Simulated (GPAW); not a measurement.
# CdTe (F-43m) in GPAW: notebook

The runs below take CdTe through equation of state, band structure, with PBE, LDA, PBEsol.

Everything below comes from runs of GPAW 26.7.0. Logs are shortened: lines on timing, memory, paths and dates and some standing lists are left out, and cuts for length are marked. The log counts tension as positive stress, the text compression.

**Experimental background.**

From a printed reference work, data compilation, for a bulk crystal of CdTe at 0 K: band gap 1.607 eV.

The runs below are set against these values where they give the same quantity.

## 1. The crystal as given

It takes space group F-43m (No. 216, cubic). Conventional cell: a = 6.410 Å, b = 6.410 Å, c = 6.410 Å, α = 90.00°, β = 90.00°, γ = 90.00°. Around Te (site symmetry -43m) lie 4 Cd at 2.78 Å. Cd (site symmetry -43m) has 4 Te at 2.78 Å as nearest neighbours.

## 2. Equation of state, PBE

run.py reads:

```python
from ase.eos import EquationOfState
from ase.io import Trajectory
from ase.spacegroup import crystal
from ase.units import GPa
from gpaw import GPAW

# Te 4c
# Cd 4a
atoms = crystal(['Te', 'Cd'],
                basis=[[0.25, 0.25, 0.25],
                       [0.0, 0.0, 0.0]],
                spacegroup=216, setting=1,  # F-43m
                cellpar=[6.41, 6.41, 6.41, 90.0, 90.0, 90.0],
                primitive_cell=True)

traj = Trajectory('eos.traj', 'w')
volumes, energies = [], []
for x in [0.94, 0.96, 0.98, 1.0, 1.02, 1.04, 1.06]:
    a = atoms.copy()
    a.set_cell(atoms.cell * x**(1 / 3), scale_atoms=True)
    calc = GPAW(mode='lcao',
                h=0.18,
                basis='szp(dzp)',
                xc='PBE',
                kpts={'size': (6, 6, 6), 'gamma': True},
                occupations={'name': 'fermi-dirac', 'width': 0.05},
                convergence={'density': 1e-05, 'energy': 1e-05},
                maxiter=150,
                txt=f'eos-{x:.2f}.txt')
    a.calc = calc
    energies.append(a.get_potential_energy(force_consistent=True))
    volumes.append(a.get_volume())
    calc.write(f'eos-{x:.2f}.gpw')
    traj.write(a)
    print(f'{x:.2f} {volumes[-1]:10.4f} A^3 {energies[-1]:14.6f} eV', flush=True)

v0, e0, B = EquationOfState(volumes, energies, eos='birchmurnaghan').fit()
print(f'V0 = {v0:.4f} A^3, E0 = {e0:.6f} eV, B0 = {B / GPa:.2f} GPa')
```

Potentials or basis: GPAW PAW data sets (gpaw-data 1.2.1), lcao:szp(dzp).

Run with:

```sh
> OMP_NUM_THREADS=1 python run.py
```

The program printed:

```text
__  _  _
 | _ |_)|_||  |
 |__||  | ||/\| - 26.7.0

Input parameters:
  mode=LCAO(),
  basis={'default': 'szp(dzp)'},
  convergence={'density': 1e-05, 'energy': 1e-05},
  h=0.18,
  kpts=MonkhorstPack(size=(6, 6, 6), gamma=True),
  maxiter=150,
  occupations=Occupations(name='fermi-dirac', width=0.05),
  xc=XC(name='PBE')

            Te

       Cd

Atoms  # Å, Bohr magnetons
|   | symbol |        x |        y |        z |    initial magnetic moments |
|---|--------|----------|----------|----------|-----------------------------|
| 0 |     Te | 1.569787 | 1.569787 | 1.569787 | ( 0.0000,  0.0000,  0.0000) |
| 1 |     Cd | 0.000000 | 0.000000 | 0.000000 | ( 0.0000,  0.0000,  0.0000) |

Unit cell  # Å
| periodic |        x |        y |        z |  lengths |    angles |
|----------|----------|----------|----------|----------|-----------|
|      yes | 0.000000 | 3.139573 | 3.139573 | 4.440027 | 60.000000 |
|      yes | 3.139573 | 0.000000 | 3.139573 | 4.440027 | 60.000000 |
|      yes | 3.139573 | 3.139573 | 0.000000 | 4.440027 | 60.000000 |

Number of symmetries: 24
Symmetry operations  # r_c * U_cc + t_c -> r_c
|    | kind |            matrix            |
|----|------|------------------------------|
|  0 |  E   |  1, 0, 0,  0, 1, 0,  0, 0, 1 |
|  1 |  σ   |  1, 0, 0,  0, 0, 1,  0, 1, 0 |
|  2 |  σ   |  1, 0,-1,  0, 1,-1,  0, 0,-1 |
|  3 |  C3  |  1, 0,-1,  0, 0,-1,  0, 1,-1 |
|  4 |  C3  |  1,-1, 0,  0,-1, 1,  0,-1, 0 |
|  5 |  σ   |  1,-1, 0,  0,-1, 0,  0,-1, 1 |
|  6 |  σ   |  0, 1, 0,  1, 0, 0,  0, 0, 1 |
|  7 |  C3  |  0, 1, 0,  0, 0, 1,  1, 0, 0 |
|  8 |  C2  |  0, 1,-1,  1, 0,-1,  0, 0,-1 |
|  9 |  S4  |  0, 1,-1,  0, 0,-1,  1, 0,-1 |
| 10 |  C3  |  0, 0, 1,  1, 0, 0,  0, 1, 0 |
| 11 |  σ   |  0, 0, 1,  0, 1, 0,  1, 0, 0 |
| 12 |  S4  |  0, 0,-1,  1, 0,-1,  0, 1,-1 |
| 13 |  C3  |  0, 0,-1,  0, 1,-1,  1, 0,-1 |
| 14 |  S4  |  0,-1, 1,  1,-1, 0,  0,-1, 0 |
| 15 |  C2  |  0,-1, 1,  0,-1, 0,  1,-1, 0 |
| 16 |  C3  |  0,-1, 0,  1,-1, 0,  0,-1, 1 |
| 17 |  S4  |  0,-1, 0,  0,-1, 1,  1,-1, 0 |
| 18 |  S4  | -1, 1, 0, -1, 0, 1, -1, 0, 0 |
| 19 |  C3  | -1, 1, 0, -1, 0, 0, -1, 0, 1 |
| 20 |  C3  | -1, 0, 1, -1, 1, 0, -1, 0, 0 |
| 21 |  S4  | -1, 0, 1, -1, 0, 0, -1, 1, 0 |
| 22 |  σ   | -1, 0, 0, -1, 1, 0, -1, 0, 1 |
| 23 |  C2  | -1, 0, 0, -1, 0, 1, -1, 1, 0 |

BZ-sampling:
  Number of BZ points: 216
  Number of IBZ points: 16

  Monkhorst-Pack size: [6, 6, 6]
  Monkhorst-Pack shift: [0.08333333333333333, 0.08333333333333333, 0.08333333333333333]

K-points  # in reciprocal-cell coordinates
|     |                                coordinates |     weight |
|-----|--------------------------------------------|------------|
|   0 | (  0.00000000,   0.00000000,   0.00000000) | 0.00462963 |
|   1 | (  0.16666667,   0.16666667,   0.00000000) | 0.02777778 |
|   2 | (  0.16666667,   0.16666667,   0.16666667) | 0.03703704 |
|   3 | (  0.33333333,   0.16666667,   0.16666667) | 0.05555556 |
|   4 | (  0.33333333,   0.33333333,  -0.33333333) | 0.05555556 |
|   5 | (  0.33333333,   0.33333333,   0.00000000) | 0.02777778 |
|   6 | (  0.33333333,   0.33333333,   0.16666667) | 0.11111111 |
|   7 | (  0.33333333,   0.33333333,   0.33333333) | 0.03703704 |
|   8 | (  0.50000000,   0.33333333,  -0.33333333) | 0.11111111 |
|   9 | (  0.50000000,   0.33333333,  -0.16666667) | 0.05555556 |
| ... |                                            |            |
|  15 | (  0.50000000,   0.50000000,   0.50000000) | 0.01851852 |

basis functions: 21
[... 231 lines left out ...]
      File: <dir>
      Number of radial functions: 3
      Number of spherical harmonics: 9
        l=0, rc=6.2500 Bohr: 5s-sz confined orbital
        l=1, rc=8.0156 Bohr: 5p-sz confined orbital
        l=2, rc=8.0156 Bohr: d-type Gaussian polarization
      Number of RI-basis functions 0

  Cd:
    name:    Cadmium
    Z:       48.0
    valence: 12
    core:    36
    charge:  0.0  # [|e|]
    compensation charges:
      type: gauss
      rc: 0.38  # [Å]
      lmax: 2
    cutoffs:
      filter: 2.12  # [Å]
      core: 2.62  # [Å]
    projectors
    | kind |    occ | energy [eV] | rcut [Å] |
    |------|--------|-------------|----------|
    |   5s |  2.000 |      -5.655 |    1.191 |
    |   5p |  0.000 |      -1.186 |    1.228 |
    |   4d | 10.000 |     -11.739 |    1.164 |
    |    s |        |      21.556 |    1.191 |
    |    p |        |      26.026 |    1.228 |
    |    d |        |      15.473 |    1.164 |

    LCAO basis set for Cd:
      Name: szp(dzp)
      File: <dir>
      Number of radial functions: 4
      Number of spherical harmonics: 12
        l=0, rc=8.5781 Bohr: 5s-sz confined orbital
        l=1, rc=12.6406 Bohr: 5p-sz confined orbital
        l=2, rc=4.9062 Bohr: 4d-sz confined orbital
        l=1, rc=8.5781 Bohr: p-type Gaussian polarization
      Number of RI-basis functions 0

Reference energy: -336963.801770  # eV

eigensolver:
  <gpaw.new.lcao.eigensolver.LCAOEigensolver object>
density mixing:
  MSR1-Mixer
  Pratt-step length: 0.05
  Maximum mixing coefficient: 0.75
  Old densities: 10
  SVD Regularization: 0.005
  Good broyden scale: 1.0
  Trust region scale: 1.0
  Backstep threshold: 4.0
  History deletion threshold: 6.0
  Fourier metric: weight=20.0, sigma=0.015

occupation numbers:
  Fermi-Dirac:
    width: 0.0500  # eV

FastPoissonSolver using
    Stencil: 12*3+1=37 point O(h^6) finite-difference Laplacian
    FFT axes: [np.int64(0), np.int64(1), np.int64(2)]
    FST axes: []

xc functional:
  name: PBE with 2 nearest neighbor stencil
interpolation: tri-quintic # 5. degree polynomial

convergence criteria:
- Maximum integral of absolute [dens]ity change: 1e-05 electrons / valence electron
- Maximum [total energy] change in last 3 cyles: 1e-05 eV / valence electron
- Maximum integral of absolute [eigenst]ate change: 4e-08 eV^2 / valence electron
maximum number of iterations: 150

SCF iterations
|iter     | |      energy | eigst |  dens |
|---------|-|-------------|-------|-------|
|iter:   1| |   -3.799301 |      c|       |
|iter:   2| |   -3.789173 |      c| -1.35 |
|iter:   3| |   -3.723033 |      c| -1.38 |
|iter:   4| |   -3.720698 |      c| -1.97 |
|iter:   5| |   -3.720665 |      c| -2.76 |
|iter:   6| |   -3.720658c|      c| -3.44 |
|iter:   7| |   -3.720658c|      c| -4.65 |
|iter:   8| |   -3.720658c|      c| -5.11c|

Converged in 8 steps
Energy contributions relative to reference atoms: (reference = -336963.801770)

Energy contributions:
  Kinetic:          41.961466
  Coulomb:         -36.572037
  Zero:              0.152944
  External:          0.000000
  Xc:               -9.263031
  Entropy:          -0.000000
  Spinorbit:         0.000000
  ----------------------------
  Free energy:      -3.720659
  Extrapolated:     -3.720658

dipole moment: (-25.577552, -25.577552, -25.577552)  # |e|*Ang

Fermi level: 5.360
Eigenvalues  # (at kpt = [0.000, 0.000, 0.000])
| band index |      eig [eV] | occ [0-2] |
|------------|---------------|-----------|
|          0 |        -7.048 |     2.000 |
|          1 |        -3.565 |     2.000 |
|          2 |        -3.565 |     2.000 |
|          3 |        -3.563 |     2.000 |
|          4 |        -3.138 |     2.000 |
|          5 |        -3.138 |     2.000 |
|          6 |         4.768 |     2.000 |
|          7 |         4.768 |     2.000 |
|          8 |         4.768 |     2.000 |
|          9 |         5.897 |     0.000 |
|         10 |         9.677 |     0.000 |
|         11 |         9.678 |     0.000 |
|         12 |         9.678 |     0.000 |

Gap: 1.129 eV
Transition (v -> c):
  (s=0, k=0, n=8, [0.00, 0.00, 0.00]) -> (s=0, k=0, n=9, [0.00, 0.00, 0.00])
No difference between direct/indirect transitions
# Writing to eos-0.94.gpw (mode='')
```

stdout:

```text
0.94    61.8931 A^3      -3.720659 eV
0.96    63.2099 A^3      -3.784264 eV
0.98    64.5268 A^3      -3.836477 eV
1.00    65.8437 A^3      -3.878291 eV
1.02    67.1606 A^3      -3.910455 eV
1.04    68.4774 A^3      -3.933810 eV
1.06    69.7943 A^3      -3.949301 eV
<dir> UserWarning: The minimum volume of your fit is not in your volumes.  You may not have a minimum in your dataset!
  warnings.warn(
V0 = 72.0342 A^3, E0 = -3.958921 eV, B0 = 42.23 GPa
```

Run time: 1.7 min. Hardware: 1 thread of Arm Neoverse V1, shared host; peak memory 0.26 GiB.

These settings aren't checked as converged: the numbers below hold their error.

Results:

```
Equilibrium volume : 36.02 Å³/atom (rough: see the caveat)
Bulk modulus       : 42 GPa (rough)
```

Caveat: the real-space grid adds noise to forces; the minimum lies outside the volumes run; the basis of atomic orbitals isn't converged, which shifts pressures, moduli and gaps.

## 3. Band structure, PBE

run.py reads:

```python
from ase.dft.bandgap import bandgap
from ase.io import read, write
from ase.units import GPa
from gpaw import GPAW, PW

atoms = read('CdTe.xyz')

calc = GPAW(mode=PW(600),
            xc='PBE',
            kpts={'size': (7, 7, 7), 'gamma': True},
            occupations={'name': 'fermi-dirac', 'width': 0.05},
            nbands=18,
            convergence={'density': 1e-05, 'energy': 1e-05},
            maxiter=150,
            txt='gpaw.txt')
atoms.calc = calc
energy = atoms.get_potential_energy()
forces = atoms.get_forces()
stress = atoms.get_stress()
calc.write('gs.gpw')
write('result.traj', atoms)
print(f'Energy: {energy:.6f} eV')
print('Forces (eV/A):')
print(forces.round(4))
print('Stress (GPa):', (stress / GPa).round(3))
print('Fermi level:', round(calc.get_fermi_level(), 4), 'eV')
print(f'Gap: {bandgap(calc)[0]:.4f} eV, direct: {bandgap(calc, direct=True)[0]:.4f} eV')

path = atoms.cell.bandpath('GXWKGLUWLK,UX', npoints=60, eps=1e-4)
bs_calc = calc.fixed_density(kpts=path, symmetry='off', nbands=31,
                             convergence={'bands': 'CBM+6.0', 'eigenstates': 1e-6}, txt='bands.txt')
bs = bs_calc.band_structure()
bs.write('bs.json')
print(f'Gap on the path: {bandgap(bs_calc)[0]:.4f} eV')
```

CdTe.xyz reads:

```xyz
2
Lattice="0.0000000000 3.2050000000 3.2050000000 3.2050000000 0.0000000000 3.2050000000 3.2050000000 3.2050000000 0.0000000000" Properties=species:S:1:pos:R:3 pbc="T T T"
Te     4.8075000000      4.8075000000      4.8075000000
Cd     0.0000000000      0.0000000000      0.0000000000
```

Potentials or basis: GPAW PAW data sets (gpaw-data 1.2.1), pw.

Run with:

```sh
> OMP_NUM_THREADS=1 python run.py
```

Wall time 62 s (1 thread of Arm Neoverse V1, shared host); peak memory 0.28 GiB.

Results (log left out):

| Property | Result |
| --- | --- |
| Free energy | -5.0116 eV |
| Pressure | 3.8 GPa |
| Band gap on the k mesh | 0.87 eV, direct |
| Band gap along the path | 0.87 eV, direct |

Levels at the corners of the path, in eV from the valence-band top:
```
point  band 7  band 8  band 9  band 10  band 11  band 12
    Γ    0.00    0.00    0.00     0.87     4.57     4.57
    X   -4.47   -1.99   -1.99     2.54     2.67     9.01
    W   -4.35   -2.46   -2.35     4.37     4.68     5.60
    K   -4.37   -2.71   -1.65     2.88     4.57     7.42
    Γ    0.00    0.00    0.00     0.87     4.57     4.57
    L   -4.62   -0.83   -0.83     1.85     5.19     5.19
    U   -4.37   -2.71   -1.65     2.88     4.57     7.42
    W   -4.35   -2.46   -2.35     4.37     4.68     5.60
    L   -4.62   -0.83   -0.83     1.85     5.19     5.19
    K   -4.37   -2.71   -1.65     2.88     4.57     7.42
    U   -4.37   -2.71   -1.65     2.88     4.57     7.42
    X   -4.47   -1.99   -1.99     2.54     2.67     9.01
```

Caveat: spin-orbit coupling is left out, which moves the levels of the heavy elements.

## 4. Band structure, PBE, spin-orbit coupling, no magnetisation

run.py: that of step 3 with these lines changed.

```diff
@@ -1 +1,2 @@
+import numpy as np
 from ase.dft.bandgap import bandgap
@@ -4,4 +5,5 @@
 from gpaw import GPAW, PW
+from gpaw.spinorbit import soc_eigenstates
 
-atoms = read('CdTe.xyz')
+atoms = read('POSCAR')
 
@@ -9,3 +11,3 @@
             xc='PBE',
-            kpts={'size': (7, 7, 7), 'gamma': True},
+            kpts={'size': (5, 5, 5), 'gamma': True},
             occupations={'name': 'fermi-dirac', 'width': 0.05},
@@ -28,3 +30,3 @@
 
-path = atoms.cell.bandpath('GXWKGLUWLK,UX', npoints=60, eps=1e-4)
+path = atoms.cell.bandpath('GXWKGLUWLK,UX', npoints=80, eps=1e-4)
 bs_calc = calc.fixed_density(kpts=path, symmetry='off', nbands=31,
@@ -34 +36,7 @@
 print(f'Gap on the path: {bandgap(bs_calc)[0]:.4f} eV')
+
+soc = soc_eigenstates(bs_calc, theta=0, phi=0)
+np.savetxt('soc_bands.dat', soc.eigenvalues(), fmt='%.4f')
+mesh = soc_eigenstates('gs.gpw', theta=0, phi=0)
+np.savetxt('soc_mesh.dat', mesh.eigenvalues(), fmt='%.4f')
+print('Fermi level with spin-orbit coupling:', round(mesh.fermi_level, 4), 'eV')
```

POSCAR reads:

```
CdTe
1.0
    0.0000000000      3.2050000000      3.2050000000
    3.2050000000      0.0000000000      3.2050000000
    3.2050000000      3.2050000000      0.0000000000
Te Cd
1 1
Direct
    0.7500000000      0.7500000000      0.7500000000
    0.0000000000      0.0000000000      0.0000000000
```

Run with:

```sh
> OMP_NUM_THREADS=1 python run.py
```

It took 70 s on 1 thread of Arm Neoverse V1, shared host; peak memory 0.32 GiB.

It converged, with:

- Free energy: -4.9944 eV
- Pressure: 3.9 GPa
- Band gap on the k mesh: 0.55 eV, direct
- Band gap along the path: 0.55 eV, direct

Levels at the corners of the path, in eV from the valence-band top:
| point | band 15 | band 16 | band 17 | band 18 | band 19 | band 20 | band 21 | band 22 |
| --- | --- | --- | --- | --- | --- | --- | --- | --- |
| Γ | 0.00 | 0.00 | 0.00 | 0.00 | 0.55 | 0.55 | 3.99 | 3.99 |
| X | -2.50 | -2.50 | -2.13 | -2.13 | 2.22 | 2.22 | 2.36 | 2.36 |
| W | -3.11 | -2.62 | -2.60 | -2.59 | 3.79 | 4.24 | 4.36 | 4.43 |
| K | -3.23 | -2.91 | -1.97 | -1.93 | 2.54 | 2.57 | 4.14 | 4.35 |
| Γ | 0.00 | 0.00 | 0.00 | 0.00 | 0.55 | 0.55 | 3.99 | 3.99 |
| L | -1.45 | -1.45 | -0.86 | -0.86 | 1.53 | 1.53 | 4.78 | 4.78 |
| U | -3.23 | -2.91 | -1.97 | -1.93 | 2.54 | 2.57 | 4.14 | 4.35 |
| W | -3.11 | -2.62 | -2.60 | -2.59 | 3.79 | 4.24 | 4.36 | 4.43 |
| L | -1.45 | -1.45 | -0.86 | -0.86 | 1.53 | 1.53 | 4.78 | 4.78 |
| K | -3.23 | -2.91 | -1.97 | -1.93 | 2.54 | 2.57 | 4.14 | 4.35 |
| U | -3.23 | -2.91 | -1.97 | -1.93 | 2.54 | 2.57 | 4.14 | 4.35 |
| X | -2.50 | -2.50 | -2.13 | -2.13 | 2.22 | 2.22 | 2.36 | 2.36 |

Caveat: spin-orbit coupling was added after a scalar SCF, so levels and gaps hold it while energy, forces, pressure and moments don't; this program's spin-orbit splittings come out too wide for heavy elements.

## 5. Band structure, LDA

run.py reads:

```python
from ase import Atoms
from ase.dft.bandgap import bandgap
from ase.io import write
from ase.units import GPa
from gpaw import GPAW, PW

atoms = Atoms(['Te', 'Cd'],
              cell=[[0.0, 3.205, 3.205],
                    [3.205, 0.0, 3.205],
                    [3.205, 3.205, 0.0]],
              scaled_positions=[[0.75, 0.75, 0.75],
                                [0.0, 0.0, 0.0]],
              pbc=True)

calc = GPAW(mode=PW(600),
            xc='LDA',
            kpts={'size': (7, 7, 7), 'gamma': True},
            occupations={'name': 'fermi-dirac', 'width': 0.05},
            nbands=18,
            convergence={'density': 1e-05, 'energy': 1e-05},
            maxiter=150,
            txt='gpaw.txt')
atoms.calc = calc
energy = atoms.get_potential_energy()
forces = atoms.get_forces()
stress = atoms.get_stress()
calc.write('gs.gpw')
write('result.traj', atoms)
print(f'Energy: {energy:.6f} eV')
print('Forces (eV/A):')
print(forces.round(4))
print('Stress (GPa):', (stress / GPa).round(3))
print('Fermi level:', round(calc.get_fermi_level(), 4), 'eV')
print(f'Gap: {bandgap(calc)[0]:.4f} eV, direct: {bandgap(calc, direct=True)[0]:.4f} eV')

path = atoms.cell.bandpath('GXWKGLUWLK,UX', npoints=60, eps=1e-4)
bs_calc = calc.fixed_density(kpts=path, symmetry='off', nbands=31,
                             convergence={'bands': 'CBM+6.0', 'eigenstates': 1e-6}, txt='bands.txt')
bs = bs_calc.band_structure()
bs.write('bs.json')
print(f'Gap on the path: {bandgap(bs_calc)[0]:.4f} eV')
```

Potentials or basis: the program's PAW data sets (release 1.2.1) made for this functional, pw.

Run with:

```sh
> OMP_NUM_THREADS=1 python run.py
```

Run time: 61 s. Hardware: 1 thread of Arm Neoverse V1, shared host; peak memory 0.28 GiB.

The run converged. Its results:

```yaml
Free_energy: -6.3431 eV
Pressure: -0.5 GPa
Band_gap_on_the_k_mesh: 0.61 eV, direct
Band_gap_along_the_path: 0.61 eV, direct
```

Levels at the corners of the path, in eV from the valence-band top:
```tsv
point	band 7	band 8	band 9	band 10	band 11	band 12
Γ	0.00	0.00	0.00	0.61	4.49	4.49
X	-4.55	-2.01	-2.01	2.38	2.55	8.79
W	-4.43	-2.49	-2.39	4.27	4.56	5.45
K	-4.45	-2.75	-1.67	2.74	4.45	7.27
Γ	0.00	0.00	0.00	0.61	4.49	4.49
L	-4.70	-0.84	-0.84	1.67	5.12	5.12
U	-4.45	-2.75	-1.67	2.74	4.45	7.27
W	-4.43	-2.49	-2.39	4.27	4.56	5.45
L	-4.70	-0.84	-0.84	1.67	5.12	5.12
K	-4.45	-2.75	-1.67	2.74	4.45	7.27
U	-4.45	-2.75	-1.67	2.74	4.45	7.27
X	-4.55	-2.01	-2.01	2.38	2.55	8.79
```

Caveat: spin-orbit coupling is left out, which moves the levels of the heavy elements.

[end of part 1 of 2]
